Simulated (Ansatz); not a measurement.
Wanted: the native input for an Ansatz 0.2.0 run.

```yaml
Task: single point
Functional: PBE
Potentials_or_basis: Ansatz PAW
Cutoff: "420 eV (not typed: the program's choice for these potentials)"
k_mesh: 13 × 13 × 13
Occupations: gaussian, width 0.02 eV
Spin: collinear spin, ferromagnetic start
Starting_moments: "[3.0] μB"
```

Crystal: Fe.

```
Fe
1.0
     0.00000    1.94174    1.96511
     1.49844    0.00000    1.96511
     1.49844    1.94174    0.00000
Fe
1
Direct
  0.00000 0.00000 0.00000
```

These files were run (other wordings do the same):

input.yaml

```yaml
crystal:
  lattice:
    - [0.0, 1.9417396906, 1.9651051623]
    - [1.4984397099, 0.0, 1.9651051623]
    - [1.4984397099, 1.9417396906, 0.0]
  atoms:
    - { symbol: Fe, position: [0.0, 0.0, 0.0], spin: 3.0 }
hamiltonian:
  xc: pbe
  pseudopotentials: { kind: paw }
magnetization:
  spin_polarized: true
kpoints:
  mp_grid: { grid: [13, 13, 13] }
scf:
  occupations: { method: gaussian, width: 0.02 }
output:
  forces: true
  stress: true
  eigenvalues: true
```

Potentials or basis: Ansatz PAW.

Launch:

```bash
$ ansatz run input.yaml --threads 2 --pin off --max-ram 5632MiB --backend cpu --events-out ev --progress --plain --runs-dir out
```

It gave:

| Quantity | Value |
| --- | --- |
| Pressure | -1.3 GPa |
| Band gap on the k mesh | none (metal or under the smearing width) |
| Net moment | 2.17 μB per cell |
| Absolute moment | 2.28 μB per cell |
| Site moments | Fe +2.21 μB |

Run time: 4.4 s on 2 threads of Intel(R) Xeon(R) Platinum 8488C (Sapphire Rapids), on a shared host, peak memory 0.44 GiB.
